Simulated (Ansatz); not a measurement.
PbS:

```
Pb S
1.0
     2.07995   -5.99130    0.00000
     2.07995    5.99130    0.00000
     0.00000    0.00000    4.27932
Pb S
2 2
Direct
  0.13056 0.86944 0.25000
  0.86944 0.13056 0.75000
  0.35480 0.64520 0.25000
  0.64520 0.35480 0.75000
```

Measurements of this composition are mostly on another form, of space group No. 225.

Base run:

```yaml
Program: Ansatz 0.2.0
Functional: BLYP
Potentials_or_basis: Ansatz PAW
Cutoff: "420 eV (not typed: the program's choice for these potentials)"
k_mesh: 7 × 7 × 6
Occupations: fermi-dirac, width 0.05 eV
Spin: no spin polarisation
```

Its results: band gap on the k mesh 1.31 eV, indirect (least direct gap 1.49 eV); pressure 4.7 GPa; largest force 0.223 eV/Å.

Problem. After a change of settings the same cell gave: band gap on the k mesh 1.32 eV, indirect (least direct gap 1.50 eV); pressure 2.5 GPa; largest force 0.124 eV/Å. Which change was it?
A. functional from BLYP to PBE; occupations from fermi-dirac, width 0.05 eV to gaussian, width 0.012 eV
B. functional from BLYP to r2SCAN; cutoff from 420 eV (not typed: the program's choice for these potentials) to 500 eV (not typed: the program's choice for these potentials)
C. functional from BLYP to revPBE
D. functional from BLYP to PBE

Solution. C.

Caveats: the k mesh misses the band edges, so the gap on the mesh is wider than the one along the path; spin-orbit coupling is left out, which as a rule narrows the gap of such compounds by several tenths of an eV; the PAW data sets come from PBE, with cores solved anew for the run's functional, which leaves a small shift of forces and pressure.
